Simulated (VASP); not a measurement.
Set up this calculation in VASP 6.6.1, as the native input.

- Task: band structure
- Functional: PBE
- Potentials or basis: VASP PAW PBE potentials, release 64 (Mg_pv)
- Cutoff: 520 eV
- k mesh: 10 × 10 × 5
- Occupations: fermi-dirac, width 0.05 eV
- Spin: no spin polarisation
- Further INCAR settings: ALGO = Normal; EDIFF = 1e-06

The structure of Mg lies in POSCAR:

```
Mg
1.0
    3.2093000000      0.0000000000      0.0000000000
   -1.6046500000      2.7793353284      0.0000000000
    0.0000000000      0.0000000000      5.2103000000
Mg
2
Direct
    0.6666666667      0.3333333333      0.7500000000
    0.3333333333      0.6666666667      0.2500000000
```

One way to write it, as run:

INCAR

```
  PREC = Accurate
  ENCUT = 520
  EDIFF = 1E-6
  ISMEAR = -1
  SIGMA = 0.05
  LREAL = F
  LASPH = T
  NELM = 80
  ALGO = Normal
  ISIF = 2
  LWAVE = F
  LCHARG = F
  GGA = PE
```

KPOINTS

```
Automatic mesh
0
Gamma
  10 10 5
```

KPOINTS_OPT

```
path GMKGALHA,LM,KH
15
line-mode
reciprocal
 0.0000000000  0.0000000000  0.0000000000  G
 0.5000000000  0.0000000000  0.0000000000  M

 0.5000000000  0.0000000000  0.0000000000  M
 0.3333333333  0.3333333333  0.0000000000  K

 0.3333333333  0.3333333333  0.0000000000  K
 0.0000000000  0.0000000000  0.0000000000  G

 0.0000000000  0.0000000000  0.0000000000  G
 0.0000000000  0.0000000000  0.5000000000  A

 0.0000000000  0.0000000000  0.5000000000  A
 0.5000000000  0.0000000000  0.5000000000  L

 0.5000000000  0.0000000000  0.5000000000  L
 0.3333333333  0.3333333333  0.5000000000  H

 0.3333333333  0.3333333333  0.5000000000  H
 0.0000000000  0.0000000000  0.5000000000  A

 0.5000000000  0.0000000000  0.5000000000  L
 0.5000000000  0.0000000000  0.0000000000  M

 0.3333333333  0.3333333333  0.0000000000  K
 0.3333333333  0.3333333333  0.5000000000  H
```

Potentials or basis: VASP PAW PBE potentials, release 64 (Mg_pv).

Command:

```sh
$ cat potpaw_PBE.64/Mg_pv/POTCAR > POTCAR
$ mpirun -np 1 vasp_std > vasp.out
```

Results of the run:

| Property | Result |
| --- | --- |
| Pressure | -0.5 GPa |
| Band gap along the path | none (metal or under the smearing width) |

Run time: 38 s on 1 thread of Intel(R) Xeon(R) Platinum 8559C (Emerald Rapids), with other jobs on the host, peak memory 0.17 GiB.
